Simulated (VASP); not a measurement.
Here is a VASP 6.6.1 calculation.

Contents of INCAR:

```
ALGO     = Normal         # electronic algorithm
EDIFF    = 1E-6           # SCF threshold, eV
EDIFFG   = -0.005         # ionic threshold
ENCUT    = 600            # plane-wave cutoff, eV
GGA      = PE             # functional
IBRION   = 2              # ionic algorithm
ISIF     = 3              # what is computed and relaxed
ISMEAR   = 0              # smearing method
IVDW     = 12             # dispersion correction
LASPH    = True           # aspherical terms in the spheres
LCHARG   = False          # write CHGCAR
LREAL    = False          # projectors in reciprocal space
LWAVE    = False          # write WAVECAR
NELM     = 100            # most SCF steps
NSW      = 70             # ionic steps
PREC     = Accurate       # precision mode
SIGMA    = 0.02           # smearing width, eV
```

Contents of KPOINTS:

```
k-points
0
Gamma
  8 8 8
```

The input POSCAR:

```
Li2S
1.0
    0.0000000000      2.8528159674      2.8528159674
    2.8528159674      0.0000000000      2.8528159674
    2.8528159674      2.8528159674      0.0000000000
Li S
2 1
Direct
    0.2500000000      0.2500000000      0.2500000000
    0.7500000000      0.7500000000      0.7500000000
    0.0000000000      0.0000000000      0.0000000000
```

Potentials or basis: VASP PAW PBE potentials, release 64 (Li_sv, S).

Command:

```bash
$ cat potpaw_PBE.64/Li_sv/POTCAR potpaw_PBE.64/S/POTCAR > POTCAR
$ mpirun -np 1 vasp_std > vasp.out
```

(1) Estimate the relaxed volume.

(2) What does it give for the band gap on the k mesh?

(3) Predict the relaxed cell.

(4) What does it give for the space group after relaxing (to 0.05 Å)?

Answers

(1) 14.34 Å³/atom.

(2) 3.33 eV, indirect (least direct gap 4.66 eV).

(3) a = 3.933 Å, b = 3.933 Å, c = 3.933 Å, α = 60.00°, β = 60.00°, γ = 60.00°.

(4) Fm-3m (No. 225).

Caveat: the cutoff is under 1.25 times the usual one of these potentials, so pressure, stress and relaxed cells hold a basis-set (Pulay) error.
